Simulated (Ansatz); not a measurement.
# CdS: LAPW beside PAW, part 2 of 2

Does the method matter for CdS? The same cell, functional and mesh are run with full-potential LAPW, PAW with frozen cores and all-electron PAW on datasets made for the crystal.

Ansatz 0.2.0; DFT PBE; a Materials Project cell. «Crystal datasets» are all-electron PAW datasets made for this crystal. The steps go on from the part before.

## 4. All-electron PAW on datasets made for the crystal

Input file input.yaml:

```yaml
crystal:
  lattice:
    - [0.0, 2.9429534649, 2.9429534649]
    - [2.9429534649, 0.0, 2.9429534649]
    - [2.9429534649, 2.9429534649, 0.0]
  atoms:
    - { symbol: Cd, position: [0.0, 0.0, 0.0] }
    - { symbol: S, position: [0.75, 0.75, 0.75] }
kpoints:
  mp_grid: { grid: [7, 7, 7] }
  band_path:
    path:
      - [0.0, 0.0, 0.0]
      - [-0.5, -0.5, 0.0]
      - [-0.375, -0.375, 0.25]
      - [-0.375, 0.0, 0.375]
      - [0.0, 0.0, 0.0]
      - [0.0, 0.0, 0.5]
      - [-0.5, -0.25, 0.25]
      - [-0.5, -0.5, 0.0]
    npoints: 8
scf:
  occupations: { method: fermi_dirac, width: 0.02 }
hamiltonian:
  xc: pbe
  pseudopotentials: { kind: all_electron, datasets: crystal }
output:
  forces: true
  stress: true
  eigenvalues: true
  efg: { contact_densities: true }
```

Started as:

```
$ ansatz run input.yaml --threads 1 --pin off --max-ram 2048MiB --backend cpu --events-out ev --progress --plain --runs-dir out
```

The program printed:

```text
hamiltonian.pseudopotentials.datasets: crystal makes datasets for this crystal and solves the spheres of its atoms anew in each pass: cutoff 260.0 eV, the density's 1040.0 eV; for an error of 0.50 meV an atom under PBE, 1.0 meV for the cell; an energy difference from a run of another recipe may be off by several times the error for the cell, under r2SCAN by more, where some 0.1 meV an atom stays at smaller errors; S in spheres of 1.169 Å, 6 of its electrons in bands; Cd in spheres of 1.376 Å, 12 of its electrons in bands, 8 on its site; only band paths and densities of states list, in semicore columns, the levels of the semicore shells that are solved separately: 4s of Cd, 4p of Cd
Cd: output.efg is read without spin–orbit coupling, which moves field gradients at and beside such atoms by some per cent and up to a factor of two; PAW files take it under magnetization.noncollinear and magnetization.spin_orbit
Engine: ansatz 0.2.0
Pseudopotentials: kind: all_electron
Pseudopotential: Cd, paw, valence charge 20, recommended cutoff 260 eV (normal), Koelling and Harmon's equation, gaussian nucleus
Pseudopotential: S, paw, valence charge 6, recommended cutoff 260 eV (normal), Koelling and Harmon's equation, gaussian nucleus
Functional definition: PBE
  parameter kappa = 0.804
  parameter beta = 0.06672455060314922
  exchange = pbe_x(kappa = kappa, mu = beta*pi^2/3)
  correlation = pbe_c(beta = beta)
Crystal: 2 atoms, lattice volume = 50.978 Å³
Basis set: ecut = 260 eV, 531 PW (Γ), exchange–correlation on 48×48×48 points (8 copies of the dense FFT grid, shifted against one another)
Bands: 13, of which v1, the nominal top of the filled ones, is band 9 counted from 1 (8 counted from 0)
Symmetry: 24 space group operations
Space group: F-43m (ITA 216), of the structure as read, at distance tolerance 3.7e-5 Å
k-points: 20 of 343 (time reversal used)
Non-local potential: Cd, projectors of the file, l = 0: 1, l = 1: 1, l = 2: 2
Non-local potential: S, projectors of the file, l = 0: 1, l = 1: 1, l = 2: 2
PAW form: soft (Blöchl's): semilocal exchange-correlation on the pseudo side does not see the compensation charge
PAW one-centre angular grid: Cd, 590 points (default); XC on its mesh's 1869 points in the sphere
PAW one-centre angular grid: S, 110 points (default); XC on its mesh's 1935 points in the sphere
Initial density: superposition of atomic densities (neutral atoms: chi_scale 0, normalization atom)
Initial wavefunctions: pseudopotential atomic-orbital guess
Functional: x = pbe(κ = 0.804, μ = 0.2195149727645171), c = pbe(β = 0.06672455060314922)
iter 1 solved again at ethr=9.12e-3 eV; its pass at ethr=1.00e-1 eV (dr2=1.64e0 eV) is discarded
SCF iter   1: F=—  HF=-163099.942381 eV  |F-HF|=—  |Δ(HF+E_count)|=         —  Δρ=3.99e-2  dr2=1.69e0  ethr=9.12e-3  ⟨swp⟩=2.1  Hψ=1439  notcnv=0
preconditioner: auto → none  [insulator: Δε(μ)=1.672 eV  Ē_g=11.798 eV  σ=0.020 eV  W_gap=1.00  n_scr=14 (ndim 8)  ℏωp=22.1 eV  f_vac=0.009  D(μ)=0.00/eV (n_scr^D=0)  ε∞_Penn≈4.5]
iter 2 solved again at ethr=7.98e-4 eV; its pass at ethr=9.12e-3 eV (dr2=1.44e-1 eV) is discarded
SCF iter   2: F=—  HF=-163099.458058 eV  |F-HF|=—  |Δ(HF+E_count)|=   4.84e-1  Δρ=1.81e-2  dr2=1.44e-1  ethr=7.98e-4  ⟨swp⟩=2.0  Hψ=1197  notcnv=0
SCF iter   3: F=—  HF=-163099.420822 eV  |F-HF|=—  |Δ(HF+E_count)|=   3.72e-2  Δρ=7.09e-3  dr2=1.72e-2  ethr=7.98e-4  ⟨swp⟩=3.0  Hψ=657  notcnv=0  defer=1
SCF iter   4: F=—  HF=-163099.424345 eV  |F-HF|=—  |Δ(HF+E_count)|=   3.52e-3  Δρ=2.08e-3  dr2=1.64e-3  ethr=9.58e-5  ⟨swp⟩=3.2  Hψ=725  notcnv=0  defer=1
SCF iter   5: F=—  HF=-163099.424761 eV  |F-HF|=—  |Δ(HF+E_count)|=   4.16e-4  Δρ=3.75e-4  dr2=3.91e-5  ethr=9.11e-6  ⟨swp⟩=3.0  Hψ=631  notcnv=0  defer=1
SCF iter   6: F=—  HF=-163099.424790 eV  |F-HF|=—  |Δ(HF+E_count)|=   2.85e-5  Δρ=1.63e-4  dr2=5.50e-6  ethr=2.17e-7  ⟨swp⟩=3.0  Hψ=662  notcnv=0  defer=1
SCF iter   7: F=—  HF=-163099.424798 eV  |F-HF|=—  |Δ(HF+E_count)|=   7.94e-6  Δρ=1.25e-5  dr2=5.57e-8  ethr=3.05e-8  ⟨swp⟩=3.0  Hψ=528  notcnv=0  defer=1
SCF iter   8: F=-163099.424798 eV  HF=-163099.424798 eV  |F-HF|=1.86e-9  |Δ(HF+E_count)|=   1.13e-7  Δρ=2.74e-6  dr2=3.77e-9  ethr=3.09e-10  ⟨swp⟩=3.1  Hψ=616  notcnv=0  defer=1
SCF 1 converged in 8 iterations: F = -163099.424799 eV  dr2 = 3.77e-9
  Residual-converged pass: ⟨swp⟩=2.5  Hψ=462  notcnv=0  max |occ|·‖R‖ = 5.0e-6 eV (tolerance 5.3e-6 eV)  dr2=3.85e-9  dr2_onsite=3.43e-9  max |Δocc| = 8.8e-17
NSCF: frozen V_eff on 57 k-points
SCF converged after 8 iterations
Free energy (F): -163099.424799 eV
Harris-Foulkes:  -163099.424799 eV  (|F-HF|=1.86e-9)
Internal energy: -163099.424799 eV  (E = F + TS)
E sigma→0 (E₀):  -163099.424799 eV
Past the cutoff: the bands carry plane waves up to 1.75 times it, of which those up to 1.5 times it add -0.000256 eV an atom, each by itself; the spheres take 0.000257 eV an atom off the energy for waves past 1.75 times it
By the cutoff:   a pressure is off by up to 0.006 GPa (1.2 times the spheres' own share and the shells' term, over an atom's volume, and 0.004 GPa: a bound that held against runs at twice the plane waves)
Past the cutoffs: a stress includes 0.0009 GPa for waves and charges beyond them, in addition to the slope of what the spheres take
In the spheres:  the bands' charges fall short by 1.5e-6 e at most (sound up to 1e-3), those of shells solved beside the bands by 1.7e-7 e (sound up to 5e-4)
Fermi energy:    7.903515 eV
--- Per-component energies (eV) ---
  The terms above E_closure are by the made datasets' own strengths, without shells solved beside the bands.
--- Forces (eV/Å), atoms counted from 1 ---
  atom   1  Cd    -0.00000000    -0.00000000    -0.00000000
  atom   2  S      0.00000000     0.00000000     0.00000000
  max |Σ_I F_I| component: 3.93e-17 eV/Å
--- Stress (GPa, compression-positive) ---
        1.189210      -0.000000      -0.000000
       -0.000000       1.189210       0.000000
       -0.000000       0.000000       1.189210
  P = ⅓ Tr σ = 1.1892 GPa (11.892 kbar)
  It holds what live shells' own plane waves past their cutoff add
--- PAW observables at the nuclei: V_zz in 10²¹ V/m², potentials from the cell's mean, atoms counted from 1 ---
  atom   1  Cd V_zz =    -0.000000   η = 0.0000   by run symmetry: forbidden
            electrostatic potential = -7703.690981 V   contact ρ = 1035881.631702 e/Å³
  atom   2  S  V_zz =    -0.000000   η = 0.0000   by run symmetry: forbidden
            electrostatic potential = -1633.162115 V   contact ρ = 19784.794788 e/Å³
--- Band table (eV; the first three rows and the last of 20) ---
  k-point 0: bands = ["-4.8531", "-0.2810", "-0.2810", "-0.2810", "0.1626", "0.1626", "7.3491", "7.3491", "7.3491", "8.4359", "13.8835"]
  k-point 1: bands = ["-4.7775", "-0.2543", "-0.2543", "-0.2112", "0.1617", "0.1617", "6.1445", "7.2018", "7.2018", "9.4141", "13.5717"]
  k-point 2: bands = ["-4.6068", "-0.2025", "-0.2025", "0.0395", "0.1708", "0.1708", "4.5348", "6.8960", "6.8960", "10.1882", "13.7369"]
  k-point 19: bands = ["-4.3371", "-0.0829", "-0.0395", "0.1169", "0.1799", "0.7257", "3.5735", "4.9934", "5.6619", "12.2479", "12.8818"]
```

Run time: 16 s. Hardware: 1 thread, shared host.

Result: pressure 1.19 GPa; gap 1.09 eV, direct at Γ.

```tsv
atom	contact density (e/Å³)
Cd1	1035882
S2	19784.79
```

## 5. The methods compared

Highest filled and lowest empty level at the labelled points (eV from each run's valence-band top):

```tsv
point	LAPW top	LAPW bottom	PAW top	PAW bottom	crystal datasets top	crystal datasets bottom
Γ	0.00	1.09	0.00	1.09	0.00	1.09
X	-1.78	3.60	-1.78	3.60	-1.78	3.60
U	-1.45	4.24	-1.45	4.24	-1.45	4.24
K	-1.45	4.24	-1.45	4.24	-1.45	4.24
Γ	0.00	1.09	0.00	1.09	0.00	1.09
L	-0.71	2.97	-0.71	2.97	-0.71	2.97
W	-2.09	5.31	-2.09	5.31	-2.09	5.31
X	-1.78	3.60	-1.78	3.60	-1.78	3.60
```

| method | pressure (GPa) | gap (eV) | SCF cycles, all passes |
| --- | --- | --- | --- |
| LAPW | 1.19 | 1.09 | 7 |
| PAW | 1.16 | 1.09 | 6 |
| crystal datasets | 1.19 | 1.09 | 8 |

## 6. Results

The summary covers parts 1 to 2.

```
           quantity                                           value
           pressure  LAPW 1.19, PAW 1.16, crystal datasets 1.19 GPa
         gap (LAPW)                            1.09 eV, direct at Γ
Bader charges (PAW)                           Cd1 +0.85, S2 -0.85 e
```

What this shows: At this geometry the cell is under compression of 1.2 GPa, so it would expand if let go. A gap opens: 1.09 eV, direct at Γ. It is the Kohn-Sham gap of a semilocal functional, which mostly lies below the gap found in experiment. S 3p states make 93 % of the projected weight in the top eV of the valence band. The projection holds only the free atom's occupied shells (Cd 5s, Cd 4d, S 3s, S 3p in this range). PAW lies -0.03 GPa from LAPW in pressure and less than 0.01 eV in the gap.
